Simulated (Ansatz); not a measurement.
Crystal: Ga.

```xyz
1
Lattice="-1.3844 1.3844 2.3112 1.3844 -1.3844 2.3112 1.3844 1.3844 -2.3112" Properties=species:S:1:pos:R:3 pbc="T T T"
Ga    0.0000    0.0000    0.0000
```

This isn't the form of Ga at room conditions, which is orthorhombic.

```yaml
Program: Ansatz 0.2.0
Task: relaxation of cell and atoms
Functional: LDA
Potentials_or_basis: Ansatz PAW
Cutoff: "420 eV (not typed: the program's choice for these potentials)"
k_mesh: 13 × 13 × 13
Occupations: fermi-dirac, width 0.05 eV
Spin: no spin polarisation
```

At the start: volume 17.72 Å³/atom.

Question: Where does the relaxation end?

Answer: It ends after 5 steps and the volume is 17.04 Å³/atom (-3.8 %); space group I4/mmm (No. 139, to 0.05 Å).

Step by step:
| step | energy change (eV) | largest force (eV/Å) | volume (Å³) |
| --- | --- | --- | --- |
| 1 | 0.0000 | 0.0000 | 17.72 |
| 2 | -0.0053 | 0.0000 | 16.94 |
| 3 | -0.0055 | 0.0000 | 17.04 |
| 4 | -0.0055 | 0.0000 | 17.04 |
| 5 | -0.0054 | 0.0000 | 17.04 |

Final structure:
```
CELL_PARAMETERS angstrom
-1.36594 1.36594 2.28355
1.36594 -1.36594 2.28355
1.36594 1.36594 -2.28355
ATOMIC_POSITIONS crystal
Ga 0.00000 0.00000 0.00000
```

Caveat: the plane-wave basis is chosen anew once the cell has moved, so the energies of steps on either side of that aren't comparable; the PAW data sets come from PBE, with cores solved anew for the run's functional, which leaves a small shift of forces and pressure.
